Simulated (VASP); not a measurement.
A run of VASP 6.6.1 is set up as follows.

INCAR

```
ALGO     = Normal         # electronic algorithm
EDIFF    = 1E-7           # SCF threshold, eV
EDIFFG   = -0.002         # ionic threshold
ENCUT    = 520            # plane-wave cutoff, eV
GGA      = PE             # functional
IBRION   = 2              # ionic algorithm
ISIF     = 3              # what is computed and relaxed
ISMEAR   = 0              # smearing method
LASPH    = True           # aspherical terms in the spheres
LCHARG   = False          # write CHGCAR
LREAL    = False          # projectors in reciprocal space
LWAVE    = False          # write WAVECAR
NELM     = 80             # most SCF steps
NSW      = 80             # ionic steps
PREC     = Accurate       # precision mode
SIGMA    = 0.1            # smearing width, eV
```

KPOINTS

```
k-points
0
Gamma
  3 3 4
```

File POSCAR:

```
WC                                      
1.0
    2.9480549717      0.0000000000      0.0000000000
   -1.4740274859      2.5530905013     -0.0000000000
    0.0000000000     -0.0000000000      2.8345010848
  W               C             
     1     1
Direct
     0.0000000000000000    0.0000000000000000    0.0000000000000000
     0.6666666699999979    0.3333333300000021    0.5000000000000000
```

Potentials or basis: VASP PAW PBE potentials, release 64 (W_sv, C).

Launch:

```sh
$ cat potpaw_PBE.64/W_sv/POTCAR potpaw_PBE.64/C/POTCAR > POTCAR
$ mpirun -np 1 vasp_std > vasp.out
```

(1) Predict the band gap on the k mesh.

Answers

(1) none (metal or under the smearing width).

Caveat: the k mesh is coarse (spacing up to 0.82 Å⁻¹), so the values aren't converged; the relaxation stopped at its first step, so nothing moved.
